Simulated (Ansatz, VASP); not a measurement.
## CdS in VASP and in Ansatz

```xyz
2
Lattice="0.0000 2.7532 2.7532 2.7532 0.0000 2.7532 2.7532 2.7532 0.0000" Properties=species:S:1:pos:R:3 pbc="T T T"
Cd    0.0000    0.0000    0.0000
S     2.7532    2.7532    2.7532
```

Measurements of this composition are mostly on another form, of space group No. 186.

Alike in both runs: task single point; functional r2SCAN; k mesh 6 × 6 × 6; no spin polarisation.

|  | VASP | Ansatz |
| --- | --- | --- |
| version | VASP 6.6.1 | Ansatz 0.2.0 |
| potentials or method | VASP PAW PBE potentials, release 64 (Cd, S) | plane waves, PAW |
| plane-wave cutoff (eV) | 520 | 500 |
| occupations | gaussian, width 0.01 eV | fixed |
| valence electrons in the cell | 18 | 26 |

|  | VASP | Ansatz | Ansatz less VASP |
| --- | --- | --- | --- |
| gap on the k mesh at the Fermi level (eV) | 0.73 | 0.75 | +0.018 |

The two sets of potentials don't hold the same shells in valence.

 A k mesh can miss the band edges. r2SCAN opens gaps a little over a GGA but as a rule still falls short of measured ones.
